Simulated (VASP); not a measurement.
A run of VASP 6.6.1 is set up as follows.

The input POSCAR:

```
AlP
1.0
    0.0000000000      2.7357100000      2.7357100000
    2.7357100000      0.0000000000      2.7357100000
    2.7357100000      2.7357100000      0.0000000000
Al P
1 1
Direct
    0.0000000000      0.0000000000      0.0000000000
    0.2500000000      0.2500000000      0.2500000000
```

The input INCAR.step1:

```
  PREC = Accurate
  ENCUT = 520
  EDIFF = 1E-5
  ISMEAR = 0
  SIGMA = 0.02
  LREAL = False
  LASPH = True
  NELM = 100
  ALGO = Normal
  ISIF = 2
  LWAVE = True
  LCHARG = False
  NBANDS = 11
  GGA = PE
```

INCAR.step2

```
  PREC = Accurate
  ENCUT = 520
  EDIFF = 1E-7
  ISMEAR = 0
  SIGMA = 0.02
  LREAL = False
  LASPH = True
  NELM = 100
  ALGO = Normal
  ISIF = 2
  LWAVE = False
  LCHARG = False
  GGA = PE
  LHFCALC = True
  AEXX = 0.25
  PRECFOCK = Fast
  NBANDS = 11
  ISTART = 1
```

KPOINTS

```
Automatic mesh
0
Gamma
  6 6 6
```

Potentials or basis: VASP PAW PBE potentials, release 64 (Al, P).

The run is started by

```console
$ cat potpaw_PBE.64/Al/POTCAR potpaw_PBE.64/P/POTCAR > POTCAR
$ cp INCAR.step1 INCAR
$ mpirun -np 1 vasp_std > vasp.out
$ cp INCAR.step2 INCAR
$ mpirun -np 1 vasp_std > vasp.out
```

Question: Estimate the band gap on the k mesh.

Answer: 2.98 eV, indirect (least direct gap 4.87 eV).

Question: Estimate the pressure.

Answer: -0.1 GPa.

Caveat: the PAW data sets were made with another functional, which shifts forces and pressure a little.

**Measured values to compare with.**

From a printed reference work, data compilation, for a bulk crystal of AlP at 4.2 K: band gap 2.505 eV (indirect).

A measured gap of AlP is 2.505 eV (indirect; 4.2 K; a printed reference work, data compilation); the calculated 2.98 eV misses it by +0.47 eV. The value is that of PBE0 on a finite k mesh, which can miss the band edges, without temperature or zero-point motion. The cell is a database's relaxed one, not the measured one, which moves gaps too.
